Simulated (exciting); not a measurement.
## Sb: single point with PBEsol

The system is Sb.

```
Sb
1.0
     2.15420    1.24373    3.75800
    -2.15420    1.24373    3.75800
     0.00000   -2.48746    3.75800
Sb
2
Direct
  0.76651 0.76651 0.76651
  0.23349 0.23349 0.23349
```

- Program: exciting (release sodium)
- Task: single point
- Functional: PBEsol
- Potentials or basis: all-electron LAPW+lo, shipped species files, valence relativity iora*
- rgkmax: 9
- k mesh: 8 × 8 × 8
- Occupations: fermi-dirac, width 0.05 eV
- Spin: no spin polarisation

- Largest force: 0.129 eV/Å
- Band gap on the k mesh: none (metal or under the smearing width)
- All electrons inside the program's atomic spheres: Sb 48.14 (radii Sb 2.3 bohr)

Forces on the atoms (eV/Å):
```
Sb   0.000  0.000 -0.129
Sb   0.000  0.000  0.129
```

Levels at points of the mesh, in eV from the Fermi level:
```tsv
k point	band 12	band 13	band 14	band 15	band 16	band 17	band 18	band 19
(0.00, 0.00, 0.00)	-4.92	-2.13	-1.86	-1.86	2.00	2.62	2.62	5.06
(0.50, 0.00, 0.00)	-9.72	-2.00	-1.89	-0.37	-0.31	0.08	0.42	7.47
(0.50, 0.50, 0.00)	-8.08	-5.53	-3.83	-3.73	1.42	4.86	5.43	6.85
(0.50, 0.50, 0.50)	-9.08	-1.37	-1.37	-0.57	0.06	0.06	1.02	6.89
```

It took 3.6 min on 1 thread of Arm Neoverse V1, with other jobs on the host, peak memory 0.15 GiB.

Caveat: the log's total energy holds no entropy term; the free energy is that total less TS from the occupations. Spin-orbit coupling is left out, which matters for the levels of Sb.
